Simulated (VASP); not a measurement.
# KI (Fm-3m) in VASP: further runs, part 2 of 3

VASP 6.6.1. Earlier steps stand in the parts before.

## Step 3: Single point, PBE

This run uses another cell than the first one, of 46.20 Å³/atom.

INCAR reads:

```
PREC     = Accurate       # precision mode
ENCUT    = 520            # plane-wave cutoff, eV
EDIFF    = 1E-6           # SCF threshold, eV
ISMEAR   = -1             # smearing method
SIGMA    = 0.02           # smearing width, eV
LREAL    = F              # projectors in reciprocal space
LASPH    = T              # aspherical terms in the spheres
NELM     = 100            # most SCF steps
ALGO     = Normal         # electronic algorithm
ISIF     = 2              # what is computed and relaxed
LWAVE    = F              # write WAVECAR
LCHARG   = F              # write CHGCAR
GGA      = PE             # functional
NBANDS   = 15             # bands
```

KPOINTS reads:

```
regular mesh
0
Gamma
  6 6 6
```

POSCAR reads:

```
KI
1.0
    0.0000000000      3.5881815161      3.5881815161
    3.5881815161      0.0000000000      3.5881815161
    3.5881815161      3.5881815161      0.0000000000
K I
1 1
Direct
    0.0000000000      0.0000000000      0.0000000000
    0.5000000000      0.5000000000      0.5000000000
```

Potentials or basis: VASP PAW PBE potentials, release 64 (K_sv, I).

On the command line:

```
> cat potpaw_PBE.64/K_sv/POTCAR potpaw_PBE.64/I/POTCAR > POTCAR
> mpirun -np 1 vasp_std > vasp.out
```

OUTCAR:

```text
PREC = Accurate
   ENCUT = 520
   EDIFF = 1E-6
   ISMEAR = -1
   LREAL = F
   LASPH = T
   NELM = 100
   ISIF = 2
   GGA = PE

 ion  position               nearest neighbor table
   1  0.000  0.000  0.000-   2 3.59   2 3.59   2 3.59   2 3.59   2 3.59   2 3.59
   2  0.500  0.500  0.500-   1 3.59   1 3.59   1 3.59   1 3.59   1 3.59   1 3.59

  LATTYP: Found a face centered cubic cell.
 ALAT       =     7.1763630322

  Lattice vectors:

 A1 = (   0.0000000000,   3.5881815161,   3.5881815161)
 A2 = (   3.5881815161,   0.0000000000,   3.5881815161)
 A3 = (   3.5881815161,   3.5881815161,   0.0000000000)

Analysis of symmetry for initial positions (statically):
=====================================================================
 Subroutine PRICEL returns:
 Original cell was already a primitive cell.

 Routine SETGRP: Setting up the symmetry group for a
 face centered cubic supercell.

 Subroutine GETGRP returns: Found 48 space group operations
 (whereof 48 operations were pure point group operations)
 out of a pool of 48 trial point group operations.

The static configuration has the point symmetry O_h .

[... 164 lines left out ...]
      5     -11.0853      2.00000
      6      -0.6498      2.00000
      7      -0.6498      2.00000
      8      -0.6498      2.00000
      9       3.2071      0.00000
     10       5.8615      0.00000
     11       5.8615      0.00000
     12       5.8615      0.00000
     13       6.5482      0.00000
     14       6.5482      0.00000
[... 257 lines left out ...]
      2     -12.7514      2.00000
      3     -12.7504      2.00000
      4     -12.7396      2.00000
      5     -10.9277      2.00000
      6      -1.4571      2.00000
      7      -1.1694      2.00000
      8      -1.1467      2.00000
      9       5.0403      0.00000
     10       5.6131      0.00000
     11       6.6702      0.00000
     12       7.5057      0.00000
     13       7.8051      0.00000
     14       8.8703      0.00000
     15       9.2375      0.00000

------------------------ aborting loop because EDIFF is reached ----------------------------------------

  FORCE on cell =-STRESS in cart. coord.  units (eV):
  Direction    XX          YY          ZZ          XY          YZ          ZX
  --------------------------------------------------------------------------------------
  -------------------------------------------------------------------------------------
  Total        0.0311099      0.0311099      0.0311099     -0.0000000      0.0000000      0.0000000
  in kB        0.5394553      0.5394553      0.5394553     -0.0000000      0.0000000      0.0000000
  external PRESSURE =       0.5394553 kB  Pullay stress =       0.0000000 kB

 VOLUME and BASIS-vectors are now :
 -----------------------------------------------------------------------------
  energy-cutoff  :      520.00
  volume of cell :       92.40
      direct lattice vectors                 reciprocal lattice vectors
     0.000000000  3.588181516  3.588181516    -0.139346351  0.139346351  0.139346351
     3.588181516  0.000000000  3.588181516     0.139346351 -0.139346351  0.139346351
     3.588181516  3.588181516  0.000000000     0.139346351  0.139346351 -0.139346351

 POSITION                                       TOTAL-FORCE (eV/Angst)
 -----------------------------------------------------------------------------------
      0.00000      0.00000      0.00000         0.000000      0.000000      0.000000
      3.58818      3.58818      3.58818        -0.000000     -0.000000      0.000000
 -----------------------------------------------------------------------------------
    total drift:                                0.000000     -0.000000     -0.000000

  FREE ENERGIE OF THE ION-ELECTRON SYSTEM (eV)
  ---------------------------------------------------
  free  energy   TOTEN  =        -5.5650752769 eV

  energy  without entropy=       -5.5650752769  energy(sigma->0) =       -5.56507528
```

OSZICAR:

```text
N       E                     dE             d eps       ncg     rms          rms(c)
DAV:   1     0.910822113454E+02    0.91082E+02   -0.62969E+03   480   0.899E+02
DAV:   2    -0.689254642416E-01   -0.91151E+02   -0.84002E+02   614   0.209E+02
DAV:   3    -0.541513402897E+01   -0.53462E+01   -0.53198E+01   678   0.448E+01
DAV:   4    -0.565296048832E+01   -0.23783E+00   -0.23778E+00   753   0.843E+00
DAV:   5    -0.565445144829E+01   -0.14910E-02   -0.14909E-02   685   0.649E-01    0.280E+00
DAV:   6    -0.556399809682E+01    0.90453E-01   -0.10155E-01   627   0.177E+00    0.201E+00
DAV:   7    -0.555845432041E+01    0.55438E-02   -0.11568E-01   648   0.166E+00    0.783E-01
DAV:   8    -0.556439628954E+01   -0.59420E-02   -0.12337E-02   537   0.701E-01    0.126E-01
DAV:   9    -0.556492520169E+01   -0.52891E-03   -0.11508E-03   648   0.188E-01    0.788E-02
DAV:  10    -0.556502370485E+01   -0.98503E-04   -0.12131E-04   622   0.597E-02    0.219E-02
DAV:  11    -0.556507525677E+01   -0.51552E-04   -0.64950E-05   536   0.474E-02    0.177E-02
DAV:  12    -0.556507527689E+01   -0.20122E-07   -0.26229E-06   619   0.123E-02
   1 F= -.55650753E+01 E0= -.55650753E+01  d E =-.244734E-11
```

stdout:

```text
POSCAR found type information on POSCAR K I
 POSCAR found :  2 types and       2 ions
 scaLAPACK will be used
 LDA part: xc-table for (Slater+PW92), standard interpolation
 POSCAR, INCAR and KPOINTS ok, starting setup
 FFT: planning ... GRIDC
 FFT: planning ... GRID_SOFT
 FFT: planning ... GRID
 WAVECAR not read
 entering main loop
```

Run time: 18 s. Hardware: 1 thread of AMD EPYC 7R13 (Zen 3), shared host; peak memory 0.21 GiB.

What came out:

```yaml
Free_energy: -5.5651 eV
Pressure: 0.1 GPa
Band_gap_on_the_k_mesh: 3.86 eV
```

Caveat: spin-orbit coupling is left out, which moves the levels of the heavy elements.

## Step 4: Single point, r2SCAN

POSCAR reads:

```
KI
1.0
    0.0000000000      3.5445661589      3.5445661589
    3.5445661589      0.0000000000      3.5445661589
    3.5445661589      3.5445661589      0.0000000000
K I
1 1
Direct
    0.0000000000      0.0000000000      0.0000000000
    0.5000000000      0.5000000000      0.5000000000
```

INCAR.step1 reads:

```
PREC     = Accurate       # precision mode
ENCUT    = 520            # plane-wave cutoff, eV
ISMEAR   = -1             # smearing method
SIGMA    = 0.02           # smearing width, eV
LREAL    = F              # projectors in reciprocal space
LASPH    = T              # aspherical terms in the spheres
NELM     = 80             # most SCF steps
NBANDS   = 15             # bands
GGA      = PE             # functional
ALGO     = Normal         # electronic algorithm
EDIFF    = 1E-4           # SCF threshold, eV
LWAVE    = T              # write WAVECAR
LCHARG   = F              # write CHGCAR
```

INCAR.step2 reads:

```
PREC     = Accurate       # precision mode
ENCUT    = 520            # plane-wave cutoff, eV
EDIFF    = 1E-7           # SCF threshold, eV
ISMEAR   = -1             # smearing method
SIGMA    = 0.02           # smearing width, eV
LREAL    = F              # projectors in reciprocal space
LASPH    = T              # aspherical terms in the spheres
NELM     = 80             # most SCF steps
ALGO     = Normal         # electronic algorithm
ISIF     = 2              # what is computed and relaxed
LWAVE    = F              # write WAVECAR
LCHARG   = F              # write CHGCAR
METAGGA  = R2SCAN         # meta-GGA
LMIXTAU  = T            
NBANDS   = 15             # bands
ISTART   = 1
```

KPOINTS reads:

```
Automatic mesh
0
Gamma
  6 6 6
```

On the command line:

```
> cat potpaw_PBE.64/K_sv/POTCAR potpaw_PBE.64/I/POTCAR > POTCAR
> cp INCAR.step1 INCAR
> mpirun -np 1 vasp_std > vasp.out
> cp INCAR.step2 INCAR
> mpirun -np 1 vasp_std > vasp.out
```

Wall time 1.7 min (1 thread of AMD EPYC 7R13 (Zen 3), shared host); peak memory 0.23 GiB.

Results (log left out):

* Free energy: -33.9843 eV
* Pressure: 0.0 GPa
* Band gap on the k mesh: 4.58 eV

Levels at points of the mesh, in eV from the valence-band top:
```tsv
k point	band 6	band 7	band 8	band 9	band 10	band 11
(0.00, 0.00, 0.00)	0.00	0.00	0.00	4.58	7.05	7.05
(0.50, 0.00, 0.00)	-1.30	-0.33	-0.33	6.01	8.31	8.75
(0.50, 0.50, 0.00)	-1.00	-0.37	-0.37	5.39	6.47	8.83
```

Caveat: the PAW data sets were made with another functional, which shifts forces and pressure a little; spin-orbit coupling is left out, which moves the levels of the heavy elements.

## Step 5: Single point, r2SCAN

POSCAR is that of step 4.

INCAR.step1 reads:

```
PREC = Accurate
ENCUT = 520
ISMEAR = 0
SIGMA = 0.01
LREAL = F
LASPH = T
NELM = 80
NBANDS = 15
GGA = PE
ALGO = Normal
EDIFF = 1E-4
LWAVE = T
LCHARG = F
```

INCAR.step2 reads:

```
PREC = Accurate
ENCUT = 520
EDIFF = 1E-6
ISMEAR = 0
SIGMA = 0.01
LREAL = F
LASPH = T
NELM = 80
ALGO = Normal
ISIF = 2
LWAVE = F
LCHARG = F
METAGGA = R2SCAN
LMIXTAU = T
NBANDS = 15
ISTART = 1
```

KPOINTS is that of step 4.

Potentials or basis: VASP PAW PBE potentials, release 64 (K_sv, I).

On the command line:

```
> cat potpaw_PBE.64/K_sv/POTCAR potpaw_PBE.64/I/POTCAR > POTCAR
> cp INCAR.step1 INCAR
> mpirun -np 1 vasp_std > vasp.out
> cp INCAR.step2 INCAR
> mpirun -np 1 vasp_std > vasp.out
```

OUTCAR:

```text
PREC = Accurate
   ENCUT = 520
   EDIFF = 1E-6
   ISMEAR = 0
   LREAL = F
   LASPH = T
   NELM = 80
   ISIF = 2
   METAGGA = R2SCAN
   ISTART = 1

 ion  position               nearest neighbor table
   1  0.000  0.000  0.000-   2 3.54   2 3.54   2 3.54   2 3.54   2 3.54   2 3.54
   2  0.500  0.500  0.500-   1 3.54   1 3.54   1 3.54   1 3.54   1 3.54   1 3.54

  LATTYP: Found a face centered cubic cell.
 ALAT       =     7.0891323178

  Lattice vectors:

 A1 = (   0.0000000000,   3.5445661589,   3.5445661589)
 A2 = (   3.5445661589,   0.0000000000,   3.5445661589)
 A3 = (   3.5445661589,   3.5445661589,   0.0000000000)

Analysis of symmetry for initial positions (statically):
=====================================================================
 Subroutine PRICEL returns:
 Original cell was already a primitive cell.

 Routine SETGRP: Setting up the symmetry group for a
 face centered cubic supercell.

 Subroutine GETGRP returns: Found 48 space group operations
 (whereof 48 operations were pure point group operations)
 out of a pool of 48 trial point group operations.

The static configuration has the point symmetry O_h .
[... 165 lines left out ...]
      4     -13.1966      2.00000
      5     -11.6042      2.00000
      6      -0.8067      2.00000
      7      -0.8067      2.00000
      8      -0.8067      2.00000
      9       3.7756      0.00000
     10       6.2467      0.00000
     11       6.2467      0.00000
     12       6.2467      0.00000
     13       7.0912      0.00000
     14       7.0912      0.00000
[... 257 lines left out ...]
      2     -13.2369      2.00000
      3     -13.2325      2.00000
      4     -13.2199      2.00000
      5     -11.4111      2.00000
      6      -1.6811      2.00000
      7      -1.3696      2.00000
      8      -1.3382      2.00000
      9       5.3333      0.00000
     10       6.2965      0.00000
     11       7.1366      0.00000
     12       8.2641      0.00000
     13       8.4878      0.00000
     14       9.5504      0.00000
     15       9.9847      0.00000

------------------------ aborting loop because EDIFF is reached ----------------------------------------

  FORCE on cell =-STRESS in cart. coord.  units (eV):
  Direction    XX          YY          ZZ          XY          YZ          ZX
  --------------------------------------------------------------------------------------
  -------------------------------------------------------------------------------------
  Total        0.0107019      0.0107019      0.0107019     -0.0000000      0.0000000     -0.0000000
  in kB        0.1925086      0.1925086      0.1925086     -0.0000000      0.0000000     -0.0000000
  external PRESSURE =       0.1925086 kB  Pullay stress =       0.0000000 kB

 VOLUME and BASIS-vectors are now :
 -----------------------------------------------------------------------------
  energy-cutoff  :      520.00
  volume of cell :       89.07
      direct lattice vectors                 reciprocal lattice vectors
     0.000000000  3.544566159  3.544566159    -0.141060987  0.141060987  0.141060987
     3.544566159  0.000000000  3.544566159     0.141060987 -0.141060987  0.141060987
     3.544566159  3.544566159  0.000000000     0.141060987  0.141060987 -0.141060987

 POSITION                                       TOTAL-FORCE (eV/Angst)
 -----------------------------------------------------------------------------------
      0.00000      0.00000      0.00000        -0.000000     -0.000000     -0.000000
      3.54457      3.54457      3.54457         0.000000      0.000000      0.000000
 -----------------------------------------------------------------------------------
    total drift:                                0.000000     -0.000000     -0.000000

  FREE ENERGIE OF THE ION-ELECTRON SYSTEM (eV)
  ---------------------------------------------------
  free  energy   TOTEN  =       -33.9843372997 eV

  energy  without entropy=      -33.9843372997  energy(sigma->0) =      -33.98433730
```

OSZICAR.step1:

```text
N       E                     dE             d eps       ncg     rms          rms(c)
DAV:   1     0.898189439774E+02    0.89819E+02   -0.64494E+03   480   0.906E+02
DAV:   2    -0.319309205578E+00   -0.90138E+02   -0.83883E+02   622   0.212E+02
DAV:   3    -0.541228834149E+01   -0.50930E+01   -0.50703E+01   656   0.438E+01
DAV:   4    -0.563935199125E+01   -0.22706E+00   -0.22700E+00   801   0.831E+00
DAV:   5    -0.564190140485E+01   -0.25494E-02   -0.25494E-02   656   0.896E-01    0.300E+00
DAV:   6    -0.555770271098E+01    0.84199E-01   -0.95698E-02   627   0.179E+00    0.214E+00
DAV:   7    -0.555354240019E+01    0.41603E-02   -0.11340E-01   641   0.168E+00    0.783E-01
DAV:   8    -0.555881825721E+01   -0.52759E-02   -0.11913E-02   516   0.705E-01    0.130E-01
DAV:   9    -0.555931520708E+01   -0.49695E-03   -0.92549E-04   655   0.178E-01    0.790E-02
DAV:  10    -0.555943175628E+01   -0.11655E-03   -0.10877E-04   460   0.583E-02    0.214E-02
DAV:  11    -0.555948328368E+01   -0.51527E-04   -0.65432E-05   442   0.476E-02
   1 F= -.55594833E+01 E0= -.55594833E+01  d E =-.198660E-15
```

It took 88 s on 1 thread of AMD EPYC 7R13 (Zen 3), shared host; peak memory 0.23 GiB.

What came out:

| Property | Result |
| --- | --- |
| Free energy | -33.9843 eV |
| Pressure | 0.0 GPa |
| Band gap on the k mesh | 4.58 eV |

Caveat: the PAW data sets were made with another functional, which shifts forces and pressure a little; spin-orbit coupling is left out, which moves the levels of the heavy elements.

(Part 2 of 3 ends here.)
